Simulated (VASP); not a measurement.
# CsSnBr3 (Pm-3m) in VASP: single point with PBE

Aim: the single point of CsSnBr3 with PBE.

All numbers are computed with VASP 6.6.1; they aren't measurements. Logs are shortened: lines on timing, memory, paths and dates and some standing lists are left out, and cuts for length are marked.

**What was measured.**

“Influence of hidden halogen mobility on local structure of CsSn(Cl1−xBrx)3 mixed-halide perovskites by solid-state NMR”, 2020, pmc:8179406 reports, for a powder of CsSnBr3 at 300 K: band gap 1.79 eV (optical).

The results are compared with them further down.

### 1 The structure

It takes space group Pm-3m (No. 221, cubic). The conventional cell has a = 5.839 Å, b = 5.839 Å, c = 5.839 Å, α = 90.00°, β = 90.00°, γ = 90.00°. Cs (site symmetry m-3m) has 12 Br at 4.13 Å as nearest neighbours. Sn (site symmetry m-3m) is surrounded by 6 Br at 2.92 Å. Br (site symmetry 4/mmm) is surrounded by 2 Sn at 2.92 Å.

The cell is a database's computed one.

### 2 Single point, PBE

Contents of INCAR:

```
SYSTEM = CsSnBr3
ALGO = Normal
EDIFF = 1E-7
ENCUT = 520
GGA = PE
ISIF = 2
ISMEAR = 0
LASPH = .True.
LCHARG = .False.
LREAL = .False.
LWAVE = .False.
NBANDS = 30
NELM = 100
PREC = Accurate
SIGMA = 0.1
```

Contents of KPOINTS:

```
k-points
0
Gamma
  4 4 4
  0 0 0
```

Contents of POSCAR:

```
CsSnBr3
1.0
    5.8390056100      0.0000000000      0.0000000000
    0.0000000000      5.8390056100      0.0000000000
    0.0000000000      0.0000000000      5.8390056100
Cs Sn Br
1 1 3
Direct
    0.0000000000      0.0000000000      0.0000000000
    0.5000000000      0.5000000000      0.5000000000
    0.5000000000      0.0000000000      0.5000000000
    0.5000000000      0.5000000000      0.0000000000
    0.0000000000      0.5000000000      0.5000000000
```

Potentials or basis: VASP PAW PBE potentials, release 64 (Cs_sv, Sn_d, Br).

Command:

```bash
cat potpaw_PBE.64/Cs_sv/POTCAR potpaw_PBE.64/Sn_d/POTCAR potpaw_PBE.64/Br/POTCAR > POTCAR
mpirun -np 1 vasp_std > vasp.out
```

OUTCAR:

```text
SYSTEM = CsSnBr3
   EDIFF = 1E-7
   ENCUT = 520
   GGA = PE
   ISIF = 2
   ISMEAR = 0
   LASPH = .True.
   LREAL = .False.
   NELM = 100
   PREC = Accurate

 ion  position               nearest neighbor table
   1  0.000  0.000  0.000-
   2  0.500  0.500  0.500-   3 2.92   4 2.92   5 2.92   4 2.92   3 2.92   5 2.92
   3  0.500  0.000  0.500-   2 2.92   2 2.92
   4  0.500  0.500  0.000-   2 2.92   2 2.92
   5  0.000  0.500  0.500-   2 2.92   2 2.92

  LATTYP: Found a simple cubic cell.
 ALAT       =     5.8390056100

  Lattice vectors:

 A1 = (   5.8390056100,   0.0000000000,   0.0000000000)
 A2 = (   0.0000000000,   5.8390056100,   0.0000000000)
 A3 = (   0.0000000000,   0.0000000000,   5.8390056100)

Analysis of symmetry for initial positions (statically):
=====================================================================
 Subroutine PRICEL returns:
 Original cell was already a primitive cell.

 Routine SETGRP: Setting up the symmetry group for a
 simple cubic supercell.

 Subroutine GETGRP returns: Found 48 space group operations
 (whereof 48 operations were pure point group operations)
 out of a pool of 48 trial point group operations.

The static configuration has the point symmetry O_h .

Analysis of symmetry for dynamics (positions and initial velocities):
=====================================================================
 Subroutine PRICEL returns:
 Original cell was already a primitive cell.

 Routine SETGRP: Setting up the symmetry group for a
 simple cubic supercell.

 Subroutine GETGRP returns: Found 48 space group operations
 (whereof 48 operations were pure point group operations)
 out of a pool of 48 trial point group operations.

The dynamic configuration has the point symmetry O_h .

 Subroutine INISYM returns: Found 48 space group operations
 (whereof 48 operations are pure point group operations),
 and found     1 'primitive' translations

----------------------------------------------------------------------------------------

                                     Primitive cell

  volume of cell :     199.0750

  direct lattice vectors                    reciprocal lattice vectors
     5.839005610  0.000000000  0.000000000     0.171262038  0.000000000  0.000000000
     0.000000000  5.839005610  0.000000000     0.000000000  0.171262038  0.000000000
     0.000000000  0.000000000  5.839005610     0.000000000  0.000000000  0.171262038

  length of vectors
     5.839005610  5.839005610  5.839005610     0.171262038  0.171262038  0.171262038

  position of ions in fractional coordinates (direct lattice)
     0.000000000  0.000000000  0.000000000
     0.500000000  0.500000000  0.500000000
     0.500000000  0.000000000  0.500000000
     0.500000000  0.500000000  0.000000000
     0.000000000  0.500000000  0.500000000

  ion indices of the primitive-cell ions
   primitive index   ion index
                 1           1
                 2           2
                 3           3
                 4           4
                 5           5

----------------------------------------------------------------------------------------

 KPOINTS: k-points

Automatic generation of k-mesh.
 Grid dimensions read from file:
 generate k-points for:    4    4    4

 Generating k-lattice:

  Cartesian coordinates                     Fractional coordinates (reciprocal lattice)
     0.042815509  0.000000000  0.000000000     0.250000000  0.000000000  0.000000000
     0.000000000  0.042815509  0.000000000     0.000000000  0.250000000  0.000000000
     0.000000000  0.000000000  0.042815509     0.000000000  0.000000000  0.250000000

  Length of vectors
     0.042815509  0.042815509  0.042815509

  Shift w.r.t. Gamma in fractional coordinates (k-lattice)
     0.000000000  0.000000000  0.000000000

 Subroutine IBZKPT returns following result:
 ===========================================

 Found     10 irreducible k-points:

 Following reciprocal coordinates:
            Coordinates               Weight
  0.000000  0.000000  0.000000      1.000000
  0.250000  0.000000  0.000000      6.000000
  0.500000  0.000000  0.000000      3.000000
  0.250000  0.250000  0.000000     12.000000
  0.500000  0.250000  0.000000     12.000000
  0.500000  0.500000  0.000000      3.000000
  0.250000  0.250000  0.250000      8.000000
  0.500000  0.250000  0.250000     12.000000
  0.500000  0.500000  0.250000      6.000000
  0.500000  0.500000  0.500000      1.000000
   k-points           NKPTS =     10   k-points in BZ     NKDIM =     10   number of bands    NBANDS=     30
   number of dos      NEDOS =    301   number of ions     NIONS =      5
   total plane-waves  NPLWV = 110592
   dimension x,y,z NGX =    48 NGY =   48 NGZ =   48
   dimension x,y,z NGXF=    96 NGYF=   96 NGZF=   96
   ions per type =               1   1   3
   NGX,Y,Z   is equivalent  to a cutoff of  13.67, 13.67, 13.67 a.u.
   NGXF,Y,Z  is equivalent  to a cutoff of  27.33, 27.33, 27.33 a.u.
 SYSTEM =  CsSnBr3
   PREC   = accura    normal or accurate (medium, high low for compatibility)
   ISTART =      0    job   : 0-new  1-cont  2-samecut
   ICHARG =      2    charge: 1-file 2-atom 10-const
   ISPIN  =      1    spin polarized calculation?
   LNONCOLLINEAR =      F non collinear calculations
   LSORBIT =      F    spin-orbit coupling
   LASPH  =      T    aspherical Exc in radial PAW
   ENCUT  =  520.0 eV  38.22 Ry    6.18 a.u.  10.86 10.86 10.86*2*pi/ulx,y,z
   NELM   =    100;   NELMIN=  2; NELMDL= -5     # of ELM steps
   EDIFF  = 0.1E-06   stopping-criterion for ELM
   LREAL  =      F    real-space projection
   EDIFFG = 0.1E-05   stopping-criterion for IOM
   NSW    =      0    number of steps for IOM
   IBRION =     -1    ionic relax: 0-MD 1-quasi-New 2-CG
   NFREE  =      0    steps in history (QN), initial steepest desc. (CG)
   ISIF   =      2    stress and relaxation
   ISYM   =      2    0-nonsym 1-usesym 2-fastsym
   POTIM  = 0.5000    time-step for ionic-motion
   TEBEG  =    0.0;   TEEND  =   0.0 temperature during run
   PSTRESS=    0.0 pullay stress
   NELECT =      44.0000    total number of electrons
   NUPDOWN=      -1.0000    fix difference up-down
   EMIN   =  10.00;   EMAX   =-10.00  energy-range for DOS
   EFERMI =   0.00;   METHOD = LEGACY
   ISMEAR =     0;   SIGMA  =   0.10  broadening in eV -4-tet -1-fermi 0-gaus
   EFERMI_NEDOS =   21; number of points for ismear=-14 and -15
   IALGO  =     38    algorithm
   IMIX   =      4    mixing-type and parameters
     AMIX     =   0.40;   BMIX     =  1.00
     AMIX_MAG =   1.60;   BMIX_MAG =  1.00
  volume/ion in A,a.u.               =      39.81       268.68
  Fermi-wavevector in a.u.,A,eV,Ry     =   0.989814  1.870477 13.330054  0.979731
  Thomas-Fermi vector in A             =   2.121439
   LORBIT       =      0    0 simple, 1 ext, 2 COOP (PROOUT), +10 PAW based schemes
   GGA     = PE    functional components
   LHFCALC =     F    Hartree Fock is set to
   AEXX    =    0.0000 exact exchange contribution
   IVDW    =     0    specifies the selected vdW correction
   LEPSILON=     F    determine dielectric tensor
   LRPA    =     F    only Hartree local field effects (RPA)
 non-spin polarized calculation
 Gauss-broadening in eV      SIGMA  =   0.10
  energy-cutoff  :      520.00
  volume of cell :      199.07
 maximum number of plane-waves:      5400
 NGX is ok and might be reduce to    48
   NGX = 21   NGY = 21   NGZ = 21

 number of electron      44.0000008 magnetization

 Free energy of the ion-electron system (eV)
  ---------------------------------------------------
  ext. energy  EPLUGINS =         0.00000000
  ---------------------------------------------------
  free energy    TOTEN  =       -15.77553525 eV

  energy without entropy =      -15.77552883  energy(sigma->0) =      -15.77553204

 E-fermi :   2.4091     XC(G=0):  -7.6583

 val. band max:        2.1713580799   @ k =   0.5000   0.5000   0.5000
 cond. band min:       2.6675518437   @ k =   0.5000   0.5000   0.5000
 fundamental gap:      0.4961937639
 Fermi energy:         2.4091235513

 k-point     1 :       0.0000    0.0000    0.0000
  band No.  band energies     occupation
      1     -20.0960      2.00000
      2     -20.0459      2.00000
      3     -20.0459      2.00000
      4     -20.0195      2.00000
      5     -20.0195      2.00000
      6     -20.0195      2.00000
[... 22 lines left out ...]
     29       7.0832      0.00000
     30       7.0832      0.00000

 k-point     2 :       0.2500    0.0000    0.0000
  band No.  band energies     occupation
      1     -20.0954      2.00000
      2     -20.0459      2.00000
      3     -20.0430      2.00000
      4     -20.0196      2.00000
      5     -20.0196      2.00000
      6     -20.0195      2.00000
[... 22 lines left out ...]
     29       6.4048      0.00000
     30       7.1293      0.00000

 k-point     3 :       0.5000    0.0000    0.0000
  band No.  band energies     occupation
      1     -20.0949      2.00000
      2     -20.0459      2.00000
      3     -20.0401      2.00000
      4     -20.0197      2.00000
      5     -20.0197      2.00000
      6     -20.0195      2.00000
[... 22 lines left out ...]
     29       6.7795      0.00000
     30       7.3475      0.00000

 k-point     4 :       0.2500    0.2500    0.0000
  band No.  band energies     occupation
      1     -20.0949      2.00000
      2     -20.0445      2.00000
      3     -20.0415      2.00000
      4     -20.0197      2.00000
      5     -20.0196      2.00000
      6     -20.0196      2.00000
[... 154 lines left out ...]
     29       7.1018      0.00000
     30       7.1490      0.00000

 k-point     9 :       0.5000    0.5000    0.2500
  band No.  band energies     occupation
      1     -20.0935      2.00000
      2     -20.0400      2.00000
      3     -20.0371      2.00000
      4     -20.0199      2.00000
      5     -20.0198      2.00000
      6     -20.0198      2.00000
[... 22 lines left out ...]
     29       6.7941      0.00000
     30       7.3456      0.00000

 k-point    10 :       0.5000    0.5000    0.5000
  band No.  band energies     occupation
      1     -20.0930      2.00000
      2     -20.0371      2.00000
      3     -20.0371      2.00000
      4     -20.0199      2.00000
      5     -20.0199      2.00000
      6     -20.0199      2.00000
[... 22 lines left out ...]
     29       6.5111      0.00000
     30       7.7702      0.00000

------------------------ aborting loop because EDIFF is reached ----------------------------------------

  FORCE on cell =-STRESS in cart. coord.  units (eV):
  Direction    XX          YY          ZZ          XY          YZ          ZX
  --------------------------------------------------------------------------------------
  -------------------------------------------------------------------------------------
  Total        0.9550690      0.9550690      0.9550690     -0.0000000     -0.0000000      0.0000000
  in kB        7.6865006      7.6865006      7.6865006     -0.0000000     -0.0000000      0.0000000
  external PRESSURE =       7.6865006 kB  Pullay stress =       0.0000000 kB

 VOLUME and BASIS-vectors are now :
 -----------------------------------------------------------------------------
  energy-cutoff  :      520.00
  volume of cell :      199.07
      direct lattice vectors                 reciprocal lattice vectors
     5.839005610  0.000000000  0.000000000     0.171262038  0.000000000  0.000000000
     0.000000000  5.839005610  0.000000000     0.000000000  0.171262038  0.000000000
     0.000000000  0.000000000  5.839005610     0.000000000  0.000000000  0.171262038

 POSITION                                       TOTAL-FORCE (eV/Angst)
 -----------------------------------------------------------------------------------
      0.00000      0.00000      0.00000         0.000000      0.000000      0.000000
      2.91950      2.91950      2.91950         0.000000      0.000000      0.000000
      2.91950      0.00000      2.91950         0.000000      0.000000      0.000000
      2.91950      2.91950      0.00000         0.000000      0.000000      0.000000
      0.00000      2.91950      2.91950         0.000000      0.000000      0.000000
 -----------------------------------------------------------------------------------
    total drift:                                0.000000     -0.000000     -0.000000

  FREE ENERGIE OF THE ION-ELECTRON SYSTEM (eV)
  ---------------------------------------------------
  free  energy   TOTEN  =       -15.7755352479 eV

  energy  without entropy=      -15.7755288311  energy(sigma->0) =      -15.77553204
```

It took 50 s on 1 thread of AMD EPYC 9R14 (Zen 4), shared host; peak memory 0.31 GiB.

What came out:

| Property | Result |
| --- | --- |
| Free energy | -15.7755 eV |
| Pressure | 0.8 GPa |
| Band gap on the k mesh | 0.50 eV, direct |

Caveat: spin-orbit coupling is left out, which moves the levels of the heavy elements.

### 3 Against experiment

Step 2. Measured gap of CsSnBr3: 1.79 eV (optical; 300 K; powder; “Influence of hidden halogen mobility on local structure of CsSn(Cl1−xBrx)3 mixed-halide perovskites by solid-state NMR”, 2020, pmc:8179406). This calculation gives 0.50 eV (-1.29 eV). So large a miss can be the level of theory's own, or it may mean another phase, state or a wrong row. Spin-orbit coupling on Br, Cs, Sn is left out. The value is that of PBE on a finite k mesh, which can miss the band edges, without temperature or zero-point motion. Semilocal functionals fall short of measured gaps as a rule. The cell is a database's relaxed one, not the measured one, which moves gaps too.
